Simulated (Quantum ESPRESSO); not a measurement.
# CoO (Fm-3m) in Quantum ESPRESSO: a series of runs

Runs on CoO. Level: PBEsol. Tasks: single point, equation of state.

Everything below comes from runs of Quantum ESPRESSO 7.5. Logs are shortened: lines on timing, memory, paths and dates and some standing lists are left out, and cuts for length are marked.

## (1) Starting point

The structure is cubic, space group Fm-3m (No. 225). Conventional cell: a = 4.263 Å, b = 4.263 Å, c = 4.263 Å, α = 90.00°, β = 90.00°, γ = 90.00°. Co (site symmetry m-3m) has 6 O at 2.13 Å as nearest neighbours. O (site symmetry m-3m) has 6 Co at 2.13 Å as nearest neighbours.

## (2) Single point, PBEsol, collinear spin, ferromagnetic start, 9.10 Å³/atom

pw.in reads:

```
&CONTROL
  calculation = 'scf'
  prefix = 'pwscf'
  outdir = './tmp'
  pseudo_dir = './pseudo'
  tprnfor = .true.
  tstress = .true.
  disk_io = 'nowf'
/
&SYSTEM
  ibrav = 0
  nat = 2
  ntyp = 2
  ecutwfc = 96
  nbnd = 21
  occupations = 'smearing'
  smearing = 'fd'
  degauss = 0.00367493
  nspin = 2
  starting_magnetization(1) = 0.1176
  starting_magnetization(2) = 0
/
&ELECTRONS
  conv_thr = 4d-10
  electron_maxstep = 120
  mixing_beta = 0.3
/
ATOMIC_SPECIES
Co    58.9332 Co.upf
O     15.9990 O.upf
CELL_PARAMETERS angstrom
   0.0000000000    2.0879877907    2.0879877907
   2.0879877907    0.0000000000    2.0879877907
   2.0879877907    2.0879877907    0.0000000000
ATOMIC_POSITIONS crystal
Co     0.0000000000    0.0000000000    0.0000000000
O      0.5000000000    0.5000000000    0.5000000000
K_POINTS automatic
11 11 11 0 0 0
```

Potentials or basis: PseudoDojo 0.4.1 SR PBEsol standard.

Run with:

```bash
OMP_NUM_THREADS=1 pw.x -in pw.in > pw.out
```

pw.out:

```text
This program is part of the open-source Quantum ESPRESSO suite
     for quantum simulation of materials; please cite
[... 9 lines left out ...]
     --------------------
     sticks:   dense  smooth     PW     G-vecs:    dense   smooth      PW
     Sum         823     823    253                15593    15593    2685

     Using Slab Decomposition

     bravais-lattice index     =            0
     lattice parameter (alat)  =       5.5801  a.u.
     unit-cell volume          =     122.8600 (a.u.)^3
     number of atoms/cell      =            2
     number of atomic types    =            2
     number of electrons       =        23.00
     number of Kohn-Sham states=           21
     kinetic-energy cutoff     =      96.0000  Ry
     charge density cutoff     =     384.0000  Ry
     scf convergence threshold =      4.0E-10
     mixing beta               =       0.3000
     number of iterations used =            8  plain     mixing
     Exchange-correlation= PBESOL
                           (   1   4  10   8   0   0   0)

     celldm(1)=   5.580098  celldm(2)=   0.000000  celldm(3)=   0.000000
     celldm(4)=   0.000000  celldm(5)=   0.000000  celldm(6)=   0.000000

     crystal axes: (cart. coord. in units of alat)
               a(1) = (   0.000000   0.707107   0.707107 )
               a(2) = (   0.707107   0.000000   0.707107 )
               a(3) = (   0.707107   0.707107   0.000000 )

     reciprocal axes: (cart. coord. in units 2 pi/alat)
               b(1) = ( -0.707107  0.707107  0.707107 )
               b(2) = (  0.707107 -0.707107  0.707107 )
               b(3) = (  0.707107  0.707107 -0.707107 )

     PseudoPot. # 1 for Co read from file:
     Co.upf
     Pseudo is Norm-conserving + core correction, Zval = 17.0
     Generated using ONCVPSP code by D. R. Hamann
     Using radial grid of 1388 points,  6 beta functions with:
                l(1) =   0
                l(2) =   0
                l(3) =   1
                l(4) =   1
                l(5) =   2
                l(6) =   2

     PseudoPot. # 2 for O  read from file:
     O.upf
     Pseudo is Norm-conserving + core correction, Zval =  6.0
     Generated using ONCVPSP code by D. R. Hamann
     Using radial grid of  936 points,  5 beta functions with:
                l(1) =   0
                l(2) =   0
                l(3) =   1
                l(4) =   1
                l(5) =   2

     atomic species   valence    mass     pseudopotential
     Co               17.00    58.93320     Co( 1.00)
     O                 6.00    15.99900     O ( 1.00)

     Starting magnetic structure
     atomic species   magnetization
     Co              0.118
     O               0.000

     48 Sym. Ops., with inversion, found

   Cartesian axes

     site n.     atom                  positions (alat units)
         1        Co     tau(   1) = (   0.0000000   0.0000000   0.0000000  )
         2        O      tau(   2) = (   0.7071068   0.7071068   0.7071068  )

     number of k points=    56  Fermi-Dirac smearing, width (Ry)=  0.0037
                       cart. coord. in units 2pi/alat
        k(    1) = (   0.0000000   0.0000000   0.0000000), wk =   0.0007513
        k(    2) = (   0.0642824   0.0642824  -0.0642824), wk =   0.0060105
        k(    3) = (   0.1285649   0.1285649  -0.1285649), wk =   0.0060105
        k(    4) = (   0.1928473   0.1928473  -0.1928473), wk =   0.0060105
        k(    5) = (   0.2571297   0.2571297  -0.2571297), wk =   0.0060105
        k(    6) = (   0.3214122   0.3214122  -0.3214122), wk =   0.0060105
[... 48 lines left out ...]
        k(   55) = (  -0.0642824  -0.4499770   0.7071068), wk =   0.0180316
        k(   56) = (   0.0000000  -0.3856946   0.6428243), wk =   0.0180316

     Dense  grid:    15593 G-vectors     FFT dimensions: (  36,  36,  36)

     Generating pointlists ...
     new r_m :   0.2917 (alat units)  1.6276 (a.u.) for type    1
     new r_m :   0.2917 (alat units)  1.6276 (a.u.) for type    2

     Initial potential from superposition of free atoms

     starting charge      22.9997, renormalised to      23.0000
     Starting wfcs are   14 randomized atomic wfcs +    7 random wfcs

     Self-consistent Calculation

     iteration #  1     ecut=    96.00 Ry     beta= 0.30
     Davidson diagonalization with overlap
     ethr =  1.00E-02,  avg # of iterations =  5.5

     Threshold (ethr) on eigenvalues was too large:
     Diagonalizing with lowered threshold

     Davidson diagonalization with overlap
     ethr =  6.77E-04,  avg # of iterations =  1.5

     total energy              =    -338.51203279 Ry
     estimated scf accuracy    <       0.15603701 Ry

     total magnetization       =     2.31 Bohr mag/cell
     absolute magnetization    =     2.31 Bohr mag/cell

     iteration #  2     ecut=    96.00 Ry     beta= 0.30
     Davidson diagonalization with overlap
     ethr =  6.78E-04,  avg # of iterations =  1.4

[... 27 lines left out ...]
     Davidson diagonalization with overlap
     ethr =  1.68E-05,  avg # of iterations =  2.2

     total energy              =    -338.53737886 Ry
     estimated scf accuracy    <       0.00222546 Ry

     total magnetization       =     2.54 Bohr mag/cell
     absolute magnetization    =     2.55 Bohr mag/cell

     iteration #  6     ecut=    96.00 Ry     beta= 0.30
     Davidson diagonalization with overlap
     ethr =  9.68E-06,  avg # of iterations =  1.1

     total energy              =    -338.53452852 Ry
     estimated scf accuracy    <       0.00400589 Ry

     total magnetization       =     2.47 Bohr mag/cell
     absolute magnetization    =     2.47 Bohr mag/cell

     iteration #  7     ecut=    96.00 Ry     beta= 0.30
     Davidson diagonalization with overlap
     ethr =  9.68E-06,  avg # of iterations =  2.0

     total energy              =    -338.54054159 Ry
     estimated scf accuracy    <       0.00010497 Ry

     total magnetization       =     2.89 Bohr mag/cell
     absolute magnetization    =     2.90 Bohr mag/cell

     iteration #  8     ecut=    96.00 Ry     beta= 0.30
     Davidson diagonalization with overlap
     ethr =  4.56E-07,  avg # of iterations =  2.2

     total energy              =    -338.54097845 Ry
     estimated scf accuracy    <       0.00047686 Ry

     total magnetization       =     2.81 Bohr mag/cell
     absolute magnetization    =     2.82 Bohr mag/cell

     iteration #  9     ecut=    96.00 Ry     beta= 0.30
     Davidson diagonalization with overlap
     ethr =  4.56E-07,  avg # of iterations =  2.0

     total energy              =    -338.54096476 Ry
     estimated scf accuracy    <       0.00011711 Ry

     total magnetization       =     2.84 Bohr mag/cell
     absolute magnetization    =     2.85 Bohr mag/cell

     iteration # 10     ecut=    96.00 Ry     beta= 0.30
     Davidson diagonalization with overlap
     ethr =  4.56E-07,  avg # of iterations =  2.0

     total energy              =    -338.54108259 Ry
     estimated scf accuracy    <       0.00002435 Ry

     total magnetization       =     2.88 Bohr mag/cell
     absolute magnetization    =     2.90 Bohr mag/cell

     iteration # 11     ecut=    96.00 Ry     beta= 0.30
     Davidson diagonalization with overlap
     ethr =  1.06E-07,  avg # of iterations =  1.0

     total energy              =    -338.54108527 Ry
     estimated scf accuracy    <       0.00000561 Ry

     total magnetization       =     2.87 Bohr mag/cell
     absolute magnetization    =     2.89 Bohr mag/cell

     iteration # 12     ecut=    96.00 Ry     beta= 0.30
     Davidson diagonalization with overlap
     ethr =  2.44E-08,  avg # of iterations =  2.0

     total energy              =    -338.54108807 Ry
     estimated scf accuracy    <       0.00000038 Ry

     total magnetization       =     2.87 Bohr mag/cell
     absolute magnetization    =     2.88 Bohr mag/cell

     iteration # 13     ecut=    96.00 Ry     beta= 0.30
     Davidson diagonalization with overlap
     ethr =  1.66E-09,  avg # of iterations =  2.0

     total energy              =    -338.54108863 Ry
     estimated scf accuracy    <       0.00000027 Ry

     total magnetization       =     2.87 Bohr mag/cell
     absolute magnetization    =     2.89 Bohr mag/cell

     iteration # 14     ecut=    96.00 Ry     beta= 0.30
     Davidson diagonalization with overlap
     ethr =  1.15E-09,  avg # of iterations =  1.0

     total energy              =    -338.54108866 Ry
     estimated scf accuracy    <       0.00000006 Ry

     total magnetization       =     2.87 Bohr mag/cell
     absolute magnetization    =     2.89 Bohr mag/cell

     iteration # 15     ecut=    96.00 Ry     beta= 0.30
     Davidson diagonalization with overlap
     ethr =  2.44E-10,  avg # of iterations =  1.0

     total energy              =    -338.54108867 Ry
     estimated scf accuracy    <       0.00000002 Ry

     total magnetization       =     2.87 Bohr mag/cell
     absolute magnetization    =     2.89 Bohr mag/cell

     iteration # 16     ecut=    96.00 Ry     beta= 0.30
     Davidson diagonalization with overlap
     ethr =  7.95E-11,  avg # of iterations =  1.9

     Magnetic moment per site  (integrated on atomic sphere of radius R)
     atom   1 (R=0.292)  charge= 14.5536  magn=  2.4223
     atom   2 (R=0.292)  charge=  5.6945  magn=  0.3295

     End of self-consistent calculation

     Number of k-points >= 100: set verbosity='high' to print the bands.

     the Fermi energy is    15.2926 ev

!    total energy              =    -338.54108868 Ry
     estimated scf accuracy    <          6.4E-11 Ry
     smearing contrib. (-TS)   =      -0.00226763 Ry
     internal energy E=F+TS    =    -338.53882105 Ry

     The total energy is F=E-TS. E is the sum of the following terms:
     one-electron contribution =    -146.16627016 Ry
     hartree contribution      =      88.56080085 Ry
     xc contribution           =     -63.94082823 Ry
     ewald contribution        =    -216.99252351 Ry

     total magnetization       =     2.87 Bohr mag/cell
     absolute magnetization    =     2.89 Bohr mag/cell

     convergence has been achieved in  16 iterations

     Forces acting on atoms (cartesian axes, Ry/au):

     atom    1 type  1   force =     0.00000000    0.00000000    0.00000000
     atom    2 type  2   force =     0.00000000    0.00000000    0.00000000

     Total force =     0.000000     Total SCF correction =     0.000000

     Computing stress (Cartesian axis) and pressure

          total   stress  (Ry/bohr**3)                   (kbar)     P=       -6.15
  -0.00004178   0.00000000   0.00000000           -6.15        0.00        0.00
   0.00000000  -0.00004178   0.00000000            0.00       -6.15        0.00
   0.00000000   0.00000000  -0.00004178            0.00        0.00       -6.15

=------------------------------------------------------------------------------=
   JOB DONE.
=------------------------------------------------------------------------------=
```

Wall time 1.8 min (1 thread of Arm Neoverse V1, shared host); peak memory 0.12 GiB.

Results:

* Free energy: -4606.0862 eV
* Pressure: -0.6 GPa
* Band gap on the k mesh: none (metal or under the smearing width)
* Net moment: 2.87 μB per cell
* Absolute moment: 2.89 μB per cell
* Site moments: Co +2.42; O +0.33 μB
* Valence electrons inside the program's atomic spheres: Co 14.55; O 5.69

Caveat: a cell with one magnetic atom can't hold antiferromagnetic order, which such compounds often take; semilocal functionals often make such compounds metallic where correlation or magnetic order opens a gap, which also shifts bond lengths.

## (3) Single point, PBEsol, collinear spin, ferromagnetic start, 9.30 Å³/atom

Edit pw.in of step 2 so:

```diff
@@ -31,5 +31,5 @@
 CELL_PARAMETERS angstrom
-   0.0000000000    2.0879877907    2.0879877907
-   2.0879877907    0.0000000000    2.0879877907
-   2.0879877907    2.0879877907    0.0000000000
+   0.0000000000    2.1026924146    2.1026924146
+   2.1026924146    0.0000000000    2.1026924146
+   2.1026924146    2.1026924146    0.0000000000
 ATOMIC_POSITIONS crystal
```

Potentials or basis: PseudoDojo 0.4.1 SR PBEsol standard.

Run with:

```bash
OMP_NUM_THREADS=1 pw.x -in pw.in > pw.out
```

It took 1.8 min on 1 thread of Arm Neoverse V1, shared host; peak memory 0.12 GiB.

The run converged. Its results:

```
Free energy                                           : -4606.0802 eV
Pressure                                              : -4.4 GPa
Band gap on the k mesh                                : none (metal or under the smearing width)
Net moment                                            : 2.92 μB per cell
Absolute moment                                       : 2.94 μB per cell
Site moments                                          : Co +2.47; O +0.34 μB
Valence electrons inside the program's atomic spheres : Co 14.57; O 5.71
```

Caveat: a cell with one magnetic atom can't hold antiferromagnetic order, which such compounds often take; semilocal functionals often make such compounds metallic where correlation or magnetic order opens a gap, which also shifts bond lengths.

## (4) Single point, PBEsol, collinear spin, ferromagnetic start, 9.49 Å³/atom

Edit pw.in of step 3 so:

```diff
@@ -31,5 +31,5 @@
 CELL_PARAMETERS angstrom
-   0.0000000000    2.1026924146    2.1026924146
-   2.1026924146    0.0000000000    2.1026924146
-   2.1026924146    2.1026924146    0.0000000000
+   0.0000000000    2.1171941998    2.1171941998
+   2.1171941998    0.0000000000    2.1171941998
+   2.1171941998    2.1171941998    0.0000000000
 ATOMIC_POSITIONS crystal
```

Run with:

```bash
OMP_NUM_THREADS=1 pw.x -in pw.in > pw.out
```

Wall time 1.8 min (1 thread of Arm Neoverse V1, shared host); peak memory 0.12 GiB.

The run converged. Its results:

```
Free energy                                           : -4606.0656 eV
Pressure                                              : -7.8 GPa
Band gap on the k mesh                                : none (metal or under the smearing width)
Net moment                                            : 2.96 μB per cell
Absolute moment                                       : 2.98 μB per cell
Site moments                                          : Co +2.50; O +0.35 μB
Valence electrons inside the program's atomic spheres : Co 14.59; O 5.73
```

Caveat: a cell with one magnetic atom can't hold antiferromagnetic order, which such compounds often take; semilocal functionals often make such compounds metallic where correlation or magnetic order opens a gap, which also shifts bond lengths.

## (5) Single point, PBEsol, collinear spin, ferromagnetic start, 9.68 Å³/atom

Edit pw.in of step 4 so:

```diff
@@ -31,5 +31,5 @@
 CELL_PARAMETERS angstrom
-   0.0000000000    2.1171941998    2.1171941998
-   2.1171941998    0.0000000000    2.1171941998
-   2.1171941998    2.1171941998    0.0000000000
+   0.0000000000    2.1315000000    2.1315000000
+   2.1315000000    0.0000000000    2.1315000000
+   2.1315000000    2.1315000000    0.0000000000
 ATOMIC_POSITIONS crystal
```

Run with:

```bash
OMP_NUM_THREADS=1 pw.x -in pw.in > pw.out
```

It took 1.7 min on 1 thread of Arm Neoverse V1, shared host; peak memory 0.12 GiB.

It converged, with:

| Item | Value |
| --- | --- |
| Free energy | -4606.0429 eV |
| Pressure | -11.1 GPa |
| Band gap on the k mesh | none (metal or under the smearing width) |
| Net moment | 2.98 μB per cell |
| Absolute moment | 3.00 μB per cell |
| Site moments | Co +2.52; O +0.36 μB |
| Valence electrons inside the program's atomic spheres | Co 14.61; O 5.75 |

Caveat: a cell with one magnetic atom can't hold antiferromagnetic order, which such compounds often take; semilocal functionals often make such compounds metallic where correlation or magnetic order opens a gap, which also shifts bond lengths.

## (6) Single point, PBEsol, collinear spin, ferromagnetic start, 9.88 Å³/atom

Edit pw.in of step 5 so:

```diff
@@ -31,5 +31,5 @@
 CELL_PARAMETERS angstrom
-   0.0000000000    2.1315000000    2.1315000000
-   2.1315000000    0.0000000000    2.1315000000
-   2.1315000000    2.1315000000    0.0000000000
+   0.0000000000    2.1456163054    2.1456163054
+   2.1456163054    0.0000000000    2.1456163054
+   2.1456163054    2.1456163054    0.0000000000
 ATOMIC_POSITIONS crystal
```

Potentials or basis: PseudoDojo 0.4.1 SR PBEsol standard.

Run with:

```bash
OMP_NUM_THREADS=1 pw.x -in pw.in > pw.out
```

It took 99 s on 1 thread of Arm Neoverse V1, shared host; peak memory 0.13 GiB.

It converged, with:

| Property | Result |
| --- | --- |
| Free energy | -4606.0125 eV |
| Pressure | -14.1 GPa |
| Band gap on the k mesh | none (metal or under the smearing width) |
| Net moment | 2.99 μB per cell |
| Absolute moment | 3.01 μB per cell |
| Site moments | Co +2.53; O +0.36 μB |
| Valence electrons inside the program's atomic spheres | Co 14.63; O 5.76 |

Caveat: a cell with one magnetic atom can't hold antiferromagnetic order, which such compounds often take; semilocal functionals often make such compounds metallic where correlation or magnetic order opens a gap, which also shifts bond lengths.

## (7) Single point, PBEsol, collinear spin, ferromagnetic start, 10.07 Å³/atom

Edit pw.in of step 6 so:

```diff
@@ -31,5 +31,5 @@
 CELL_PARAMETERS angstrom
-   0.0000000000    2.1456163054    2.1456163054
-   2.1456163054    0.0000000000    2.1456163054
-   2.1456163054    2.1456163054    0.0000000000
+   0.0000000000    2.1595492692    2.1595492692
+   2.1595492692    0.0000000000    2.1595492692
+   2.1595492692    2.1595492692    0.0000000000
 ATOMIC_POSITIONS crystal
```

Run with:

```bash
OMP_NUM_THREADS=1 pw.x -in pw.in > pw.out
```

It took 94 s on 1 thread of Arm Neoverse V1, shared host; peak memory 0.13 GiB.

It converged, with:

```
Free energy                                           : -4605.9752 eV
Pressure                                              : -16.8 GPa
Band gap on the k mesh                                : none (metal or under the smearing width)
Net moment                                            : 3.00 μB per cell
Absolute moment                                       : 3.02 μB per cell
Site moments                                          : Co +2.54; O +0.36 μB
Valence electrons inside the program's atomic spheres : Co 14.65; O 5.78
```

Caveat: a cell with one magnetic atom can't hold antiferromagnetic order, which such compounds often take; semilocal functionals often make such compounds metallic where correlation or magnetic order opens a gap, which also shifts bond lengths.

## (8) Single point, PBEsol, collinear spin, ferromagnetic start, 10.27 Å³/atom

Edit pw.in of step 7 so:

```diff
@@ -31,5 +31,5 @@
 CELL_PARAMETERS angstrom
-   0.0000000000    2.1595492692    2.1595492692
-   2.1595492692    0.0000000000    2.1595492692
-   2.1595492692    2.1595492692    0.0000000000
+   0.0000000000    2.1733047310    2.1733047310
+   2.1733047310    0.0000000000    2.1733047310
+   2.1733047310    2.1733047310    0.0000000000
 ATOMIC_POSITIONS crystal
```

Run with:

```bash
OMP_NUM_THREADS=1 pw.x -in pw.in > pw.out
```

It took 1.7 min on 1 thread of Arm Neoverse V1, shared host; peak memory 0.13 GiB.

The run converged. Its results:

```
Free energy                                           : -4605.9316 eV
Pressure                                              : -19.3 GPa
Band gap on the k mesh                                : none (metal or under the smearing width)
Net moment                                            : 3.00 μB per cell
Absolute moment                                       : 3.02 μB per cell
Site moments                                          : Co +2.54; O +0.35 μB
Valence electrons inside the program's atomic spheres : Co 14.67; O 5.79
```

Caveat: a cell with one magnetic atom can't hold antiferromagnetic order, which such compounds often take; semilocal functionals often make such compounds metallic where correlation or magnetic order opens a gap, which also shifts bond lengths.

## (9) Equation of state, PBEsol, collinear spin, ferromagnetic start

Potentials or basis: PseudoDojo 0.4.1 SR PBEsol standard.

This step only gathers the single runs of the series.

Results:

```
Equilibrium volume : 9.08 Å³/atom (rough: see the caveat)
Bulk modulus       : 187 GPa (rough)
```

Energy against volume, from the lowest point:
```csv
volume (Å³/atom),energy (meV/atom)
9.103,0.00
9.297,2.97
9.490,10.27
9.684,21.65
9.878,36.83
10.071,55.49
10.265,77.27
```

Caveat: the fit is doubtful: noisy points or a state that changes with volume; the minimum lies outside the volumes run.
